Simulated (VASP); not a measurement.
# Si (Fd-3m) in VASP: phonons with r2SCAN

Aim: the phonons of Si with r2SCAN.

All numbers are computed with VASP 6.6.1; they aren't measurements. Logs are shortened: lines on timing, memory, paths and dates and some standing lists are left out, and cuts for length are marked.

## (1) The structure

Symmetry: Fd-3m, No. 227, cubic system. Conventional cell: a = 5.444 Å, b = 5.444 Å, c = 5.444 Å, α = 90.00°, β = 90.00°, γ = 90.00°. Si (site symmetry -43m) has 4 Si at 2.36 Å as nearest neighbours.

## (2) Phonons, r2SCAN

Contents of INCAR:

```
SYSTEM = Si
PREC = Accurate
ENCUT = 520
EDIFF = 1E-8
ISMEAR = 0
SIGMA = 0.01
LREAL = .FALSE.
LASPH = .TRUE.
NELM = 100
ALGO = Normal
ISIF = 2
LWAVE = .FALSE.
LCHARG = .FALSE.
METAGGA = R2SCAN
LMIXTAU = .TRUE.
NBANDS = 11
IBRION = 6
NFREE = 2
POTIM = 0.015
NSW = 1
```

Contents of KPOINTS:

```
regular mesh
0
G
  10 10 10
  0 0 0
```

Contents of POSCAR:

```
Si
1.0
    0.0000000000      2.7220959764      2.7220959764
    2.7220959764      0.0000000000      2.7220959764
    2.7220959764      2.7220959764      0.0000000000
Si
2
Direct
    0.7500000000      0.7500000000      0.7500000000
    0.5000000000      0.5000000000      0.5000000000
```

Potentials or basis: VASP PAW PBE potentials, release 64 (Si).

The run is started by

```console
$ cat potpaw_PBE.64/Si/POTCAR > POTCAR
$ mpirun -np 1 vasp_std > vasp.out
```

OUTCAR:

```text
SYSTEM = Si
   PREC = Accurate
   ENCUT = 520
   EDIFF = 1E-8
   ISMEAR = 0
   LREAL = .FALSE.
   LASPH = .TRUE.
   NELM = 100
   ISIF = 2
   METAGGA = R2SCAN
   IBRION = 6
   NFREE = 2
   POTIM = 0.015
   NSW = 1

 ion  position               nearest neighbor table
   1  0.750  0.750  0.750-   2 2.36   2 2.36   2 2.36   2 2.36
   2  0.500  0.500  0.500-   1 2.36   1 2.36   1 2.36   1 2.36

  LATTYP: Found a face centered cubic cell.
 ALAT       =     5.4441919528

  Lattice vectors:

 A1 = (   0.0000000000,   2.7220959764,   2.7220959764)
 A2 = (   2.7220959764,   0.0000000000,   2.7220959764)
 A3 = (   2.7220959764,   2.7220959764,   0.0000000000)

Analysis of symmetry for initial positions (statically):
=====================================================================
 Subroutine PRICEL returns:
 Original cell was already a primitive cell.

 Routine SETGRP: Setting up the symmetry group for a
 face centered cubic supercell.

 Subroutine GETGRP returns: Found 48 space group operations
 (whereof 24 operations were pure point group operations)
 out of a pool of 48 trial point group operations.

The static configuration has the point symmetry T_d .
 The point group associated with its full space group is O_h .

Analysis of symmetry for dynamics (positions and initial velocities):
=====================================================================
 Subroutine PRICEL returns:
 Original cell was already a primitive cell.

 Routine SETGRP: Setting up the symmetry group for a
 face centered cubic supercell.

 Subroutine GETGRP returns: Found 48 space group operations
 (whereof 24 operations were pure point group operations)
 out of a pool of 48 trial point group operations.

The dynamic configuration has the point symmetry T_d .
 The point group associated with its full space group is O_h .

 Subroutine INISYM returns: Found 48 space group operations
 (whereof 24 operations are pure point group operations),
 and found     1 'primitive' translations

----------------------------------------------------------------------------------------

                                     Primitive cell

  volume of cell :      40.3404

  direct lattice vectors                    reciprocal lattice vectors
     0.000000000  2.722095976  2.722095976    -0.183681988  0.183681988  0.183681988
     2.722095976  0.000000000  2.722095976     0.183681988 -0.183681988  0.183681988
     2.722095976  2.722095976  0.000000000     0.183681988  0.183681988 -0.183681988

  length of vectors
     3.849625048  3.849625048  3.849625048     0.318146535  0.318146535  0.318146535

  position of ions in fractional coordinates (direct lattice)
     0.750000000  0.750000000  0.750000000
     0.500000000  0.500000000  0.500000000

  ion indices of the primitive-cell ions
   primitive index   ion index
                 1           1
                 2           2

----------------------------------------------------------------------------------------

 KPOINTS: regular mesh

Automatic generation of k-mesh.
 Grid dimensions read from file:
 generate k-points for:   10   10   10

 Generating k-lattice:

  Cartesian coordinates                     Fractional coordinates (reciprocal lattice)
    -0.018368199  0.018368199  0.018368199     0.100000000  0.000000000  0.000000000
     0.018368199 -0.018368199  0.018368199     0.000000000  0.100000000  0.000000000
     0.018368199  0.018368199 -0.018368199     0.000000000  0.000000000  0.100000000

  Length of vectors
     0.031814654  0.031814654  0.031814654

  Shift w.r.t. Gamma in fractional coordinates (k-lattice)
     0.000000000  0.000000000  0.000000000

 Subroutine IBZKPT returns following result:
 ===========================================

 Found     47 irreducible k-points:

 Following reciprocal coordinates:
            Coordinates               Weight
  0.000000  0.000000  0.000000      1.000000
  0.100000  0.000000  0.000000      8.000000
  0.200000  0.000000  0.000000      8.000000
  0.300000  0.000000  0.000000      8.000000
  0.400000  0.000000  0.000000      8.000000
  0.500000  0.000000  0.000000      4.000000
[... 16 lines left out ...]
  0.300000  0.300000  0.000000      6.000000
  0.400000  0.300000  0.000000     24.000000
 [... further k-points ...]
   k-points           NKPTS =     47   k-points in BZ     NKDIM =     47   number of bands    NBANDS=     11
   number of dos      NEDOS =    301   number of ions     NIONS =      2
   total plane-waves  NPLWV =  27000
   dimension x,y,z NGX =    30 NGY =   30 NGZ =   30
   dimension x,y,z NGXF=    60 NGYF=   60 NGZF=   60
   ions per type =               2
   NGX,Y,Z   is equivalent  to a cutoff of  12.96, 12.96, 12.96 a.u.
   NGXF,Y,Z  is equivalent  to a cutoff of  25.91, 25.91, 25.91 a.u.
 SYSTEM =  Si
   PREC   = accura    normal or accurate (medium, high low for compatibility)
   ISTART =      0    job   : 0-new  1-cont  2-samecut
   ICHARG =      2    charge: 1-file 2-atom 10-const
   ISPIN  =      1    spin polarized calculation?
   LNONCOLLINEAR =      F non collinear calculations
   LSORBIT =      F    spin-orbit coupling
   LASPH  =      T    aspherical Exc in radial PAW
   ENCUT  =  520.0 eV  38.22 Ry    6.18 a.u.   7.16  7.16  7.16*2*pi/ulx,y,z
   NELM   =    100;   NELMIN=  2; NELMDL= -5     # of ELM steps
   EDIFF  = 0.1E-07   stopping-criterion for ELM
   LREAL  =      F    real-space projection
   EDIFFG = 0.1E-06   stopping-criterion for IOM
   NSW    =     61    number of steps for IOM
   IBRION =      6    ionic relax: 0-MD 1-quasi-New 2-CG
   NFREE  =      2    steps in history (QN), initial steepest desc. (CG)
   ISIF   =      2    stress and relaxation
   ISYM   =      2    0-nonsym 1-usesym 2-fastsym
   POTIM  = 0.0150    time-step for ionic-motion
   TEBEG  =    0.0;   TEEND  =   0.0 temperature during run
   PSTRESS=    0.0 pullay stress
   NELECT =       8.0000    total number of electrons
   NUPDOWN=      -1.0000    fix difference up-down
   EMIN   =  10.00;   EMAX   =-10.00  energy-range for DOS
   EFERMI =   0.00;   METHOD = LEGACY
   ISMEAR =     0;   SIGMA  =   0.01  broadening in eV -4-tet -1-fermi 0-gaus
   EFERMI_NEDOS =   21; number of points for ismear=-14 and -15
   IALGO  =     38    algorithm
   IMIX   =      4    mixing-type and parameters
     AMIX     =   0.40;   BMIX     =  1.00
     AMIX_MAG =   1.60;   BMIX_MAG =  1.00
  volume/ion in A,a.u.               =      20.17       136.12
  Fermi-wavevector in a.u.,A,eV,Ry     =   0.954681  1.804085 12.400552  0.911415
  Thomas-Fermi vector in A             =   2.083449
   LORBIT       =      0    0 simple, 1 ext, 2 COOP (PROOUT), +10 PAW based schemes
   METAGGA = R2SCAN    functional components
   LHFCALC =     F    Hartree Fock is set to
   AEXX    =    0.0000 exact exchange contribution
   IVDW    =     0    specifies the selected vdW correction
   LEPSILON=     F    determine dielectric tensor
   LRPA    =     F    only Hartree local field effects (RPA)
 finite differences with symmetry
 non-spin polarized calculation
 Gauss-broadening in eV      SIGMA  =   0.01
  energy-cutoff  :      520.00
  volume of cell :       40.34
 maximum number of plane-waves:      1106
 NGX is ok and might be reduce to    30
   NGX = 15   NGY = 15   NGZ = 15

--------------------------------------- Ionic step        1  -------------------------------------------

 number of electron       8.0000001 magnetization

 Free energy of the ion-electron system (eV)
  ---------------------------------------------------
  ext. energy  EPLUGINS =         0.00000000
  ---------------------------------------------------
  free energy    TOTEN  =       -17.54983648 eV

  energy without entropy =      -17.54983648  energy(sigma->0) =      -17.54983648

------------------------ aborting loop because EDIFF is reached ----------------------------------------

  FORCE on cell =-STRESS in cart. coord.  units (eV):
  Direction    XX          YY          ZZ          XY          YZ          ZX
  --------------------------------------------------------------------------------------
  -------------------------------------------------------------------------------------
  Total       -0.0593010     -0.0593010     -0.0593010      0.0000000      0.0000000     -0.0000000
  in kB       -2.3552250     -2.3552250     -2.3552250      0.0000000      0.0000000     -0.0000000
  external PRESSURE =      -2.3552250 kB  Pullay stress =       0.0000000 kB
[... 57 lines left out ...]
  energy  without entropy=      -17.5482814948  energy(sigma->0) =      -17.54828149

--------------------------------------- Ionic step        3  -------------------------------------------

 number of electron       8.0000000 magnetization

 Free energy of the ion-electron system (eV)
  ---------------------------------------------------
  ext. energy  EPLUGINS =         0.00000000
  ---------------------------------------------------
  free energy    TOTEN  =       -17.54828151 eV

  energy without entropy =      -17.54828151  energy(sigma->0) =      -17.54828151

 E-fermi :   5.8194     XC(G=0):  -9.8255

 val. band max:        5.7389548842   @ k =   0.0000   0.0000   0.0000
 cond. band min:       6.4532110367   @ k =   0.0000   0.4000   0.4000
 fundamental gap:      0.7142561525
 Fermi energy:         5.8194338136

 k-point     1 :       0.0000    0.0000    0.0000
  band No.  band energies     occupation
      1      -6.8114      2.00000
      2       5.5857      2.00000
      3       5.6629      2.00000
      4       5.7390      2.00000
      5       8.3719      0.00000
      6       8.4164      0.00000
      7       8.4625      0.00000
      8       9.5592      0.00000
      9      13.7850      0.00000
     10      13.7866      0.00000
     11      14.3307      0.00000
[... 309 lines left out ...]
 k-point    24 :       0.4000    0.3000    0.0000
  band No.  band energies     occupation
      1      -4.5455      2.00000
      2       0.0249      2.00000
      3       2.7102      2.00000
      4       3.1092      2.00000
      5       6.9263      0.00000
      6       8.1841      0.00000
      7      13.1018      0.00000
      8      13.2160      0.00000
      9      16.6716      0.00000
     10      17.1862      0.00000
     11      18.5693      0.00000

 [... further k-points ...]
[... 5 lines left out ...]
  --------------------------------------------------------------------------------------
  -------------------------------------------------------------------------------------
  Total       -0.0596469     -0.0559379     -0.0559379      0.0000000      0.1409432      0.0000000
  in kB       -2.3689626     -2.2216530     -2.2216530      0.0000000      5.5977605      0.0000000
  external PRESSURE =      -2.2707562 kB  Pullay stress =       0.0000000 kB
[... 17 lines left out ...]
  FREE ENERGIE OF THE ION-ELECTRON SYSTEM (eV)
  ---------------------------------------------------
  free  energy   TOTEN  =       -17.5482815100 eV

  energy  without entropy=      -17.5482815100  energy(sigma->0) =      -17.54828151

 INTERNAL STRAIN TENSORS FROM DISPLACED ATOMS
 ============================================

 INTERNAL STRAIN TENSOR FOR ION    1 for displacements in x,y,z  (eV/Angst):
          X           Y           Z          XY          YZ          ZX
  --------------------------------------------------------------------------------
  x    -0.00000    -0.00000    -0.00000     0.00000    -9.39584     0.00000
  y     0.00000     0.00000     0.00000     0.00000     0.00000    -9.39584
  z    -0.00000    -0.00000    -0.00000    -9.39584     0.00000     0.00000

 INTERNAL STRAIN TENSOR FOR ION    2 for displacements in x,y,z  (eV/Angst):
          X           Y           Z          XY          YZ          ZX
  --------------------------------------------------------------------------------
  x     0.00000     0.00000     0.00000     0.00000     9.39584     0.00000
  y    -0.00000    -0.00000    -0.00000     0.00000     0.00000     9.39584
  z     0.00000     0.00000     0.00000     9.39584     0.00000     0.00000

 Eigenvectors and eigenvalues of the dynamical matrix
 ----------------------------------------------------

   1 f  =   15.510815 THz    97.457326 2PiTHz  517.385105 cm-1    64.147549 meV
             X         Y         Z           dx          dy          dz
      4.083144  4.083144  4.083144     0.000000   -0.707107    0.000000
      2.722096  2.722096  2.722096     0.000000    0.707107    0.000000

   2 f  =   15.510815 THz    97.457326 2PiTHz  517.385105 cm-1    64.147549 meV
             X         Y         Z           dx          dy          dz
      4.083144  4.083144  4.083144    -0.707107    0.000000    0.000000
      2.722096  2.722096  2.722096     0.707107    0.000000    0.000000
[... 11 lines left out ...]
   5 f  =    0.000000 THz     0.000000 2PiTHz    0.000000 cm-1     0.000000 meV
             X         Y         Z           dx          dy          dz
      4.083144  4.083144  4.083144     0.000000    0.707107    0.000000
      2.722096  2.722096  2.722096     0.000000    0.707107    0.000000

   6 f  =    0.000000 THz     0.000000 2PiTHz    0.000000 cm-1     0.000000 meV
             X         Y         Z           dx          dy          dz
      4.083144  4.083144  4.083144     0.000000    0.000000    0.707107
      2.722096  2.722096  2.722096     0.000000    0.000000    0.707107

 ELASTIC MODULI CONTR FROM IONIC RELAXATION (kBar)
 Direction    XX          YY          ZZ          XY          YZ          ZX
 --------------------------------------------------------------------------------
 XX          -0.0000     -0.0000     -0.0000     -0.0000     -0.0000      0.0000
 YY          -0.0000     -0.0000     -0.0000     -0.0000     -0.0000      0.0000
 ZZ          -0.0000     -0.0000     -0.0000     -0.0000     -0.0000      0.0000
 XY          -0.0000     -0.0000     -0.0000   -253.6469      0.0000      0.0000
 YZ          -0.0000     -0.0000     -0.0000      0.0000   -253.6469      0.0000
 ZX           0.0000      0.0000      0.0000      0.0000      0.0000   -253.6469
 --------------------------------------------------------------------------------
```

Run time: 6.6 min. Hardware: 1 thread of Intel Xeon 6975P-C (Granite Rapids), shared host; peak memory 0.24 GiB.

Results:

| Quantity | Value |
| --- | --- |
| Highest phonon frequency at Γ | 517 cm⁻¹ |

Phonon frequencies in cm⁻¹ (negative: imaginary):
```csv
q point,frequencies
"(0.000, 0.000, 0.000)",0 0 0 517 517 517
```

Caveat: the PAW data sets were made with another functional, which shifts forces and pressure a little.
